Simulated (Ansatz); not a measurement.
Sn:

```
CELL_PARAMETERS angstrom
-1.72654 1.77555 2.33834
1.72654 -1.77555 2.33834
1.72654 1.77555 -2.33834
ATOMIC_POSITIONS crystal
Sn 0.00000 0.00000 0.00000
```

This isn't the form of Sn at room conditions, which is tetragonal (white tin).

```yaml
Program: Ansatz 0.2.0
Task: relaxation of cell and atoms
Functional: PBEsol
Potentials_or_basis: Ansatz PAW
Cutoff: "420 eV (not typed: the program's choice for these potentials)"
k_mesh: 11 × 11 × 11
Occupations: fermi-dirac, width 0.05 eV
Spin: no spin polarisation
```

At the start: volume 28.67 Å³/atom.

Problem. How do energy, volume and symmetry change on relaxing?

Solution. It ends after 6 steps and the volume is 26.57 Å³/atom (-7.3 %); space group I4/mmm (No. 139, to 0.05 Å).

The path:
| step | energy change (eV) | largest force (eV/Å) | volume (Å³) |
| --- | --- | --- | --- |
| 1 | 0.0000 | 0.0000 | 28.67 |
| 2 | -0.0280 | 0.0000 | 26.43 |
| 3 | -0.0285 | 0.0000 | 26.55 |
| 4 | -0.0286 | 0.0000 | 26.57 |
| 5 | -0.0286 | 0.0000 | 26.57 |
| 6 | -0.0282 | 0.0000 | 26.57 |

Final structure:
```yaml
crystal:
  lattice:
    - [-1.69768, 1.69764, 2.30458]
    - [1.69768, -1.69764, 2.30458]
    - [1.69768, 1.69764, -2.30458]
  atoms:
    - { symbol: Sn, position: [0.00000, 0.00000, 0.00000] }
```

Caveat: the plane-wave basis is chosen anew once the cell has moved, so the energies of steps on either side of that aren't comparable; the PAW data sets come from PBE, with cores solved anew for the run's functional, which leaves a small shift of forces and pressure.
